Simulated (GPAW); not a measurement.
Crystal: TiO2.

```xyz
6
Lattice="4.5998 0.0000 0.0000 0.0000 4.5998 0.0000 0.0000 0.0000 2.9592" Properties=species:S:1:pos:R:3 pbc="T T T"
Ti    0.0000    0.0000    1.4796
Ti    2.2999    2.2999    0.0000
O     1.3998    1.3998    1.4796
O     0.9001    3.6997    0.0000
O     3.6997    0.9001    0.0000
O     3.2000    3.2000    1.4796
```

The cell is a database's computed one.

Base run:

* Program: GPAW 26.7.0
* Functional: PBEsol
* Potentials or basis: PAW data sets generated in the run's folder for this functional
* Cutoff: 800 eV
* Basis: pw
* k mesh: 4 × 4 × 7
* Occupations: fermi-dirac, width 0.05 eV
* Spin: no spin polarisation

Its results: band gap on the k mesh 1.84 eV, direct; pressure -1.4 GPa; largest force 0.030 eV/Å.

Problem. After a change of settings the same cell gave: band gap on the k mesh 3.19 eV, indirect (least direct gap 3.26 eV); pressure 8.3 GPa; largest force 0.100 eV/Å. Which change was it?
A. k mesh from 4 × 4 × 7 to 6 × 6 × 9
B. hubbard terms from none to Ti d U = 1 eV
C. functional from PBEsol to PBE; k mesh from 4 × 4 × 7 to 4 × 4 × 6
D. hubbard terms from none to Ti d U = 8 eV

Solution. D.

The U term pushes filled and empty states of the shell apart.

Not every run made on this cell is shown here.
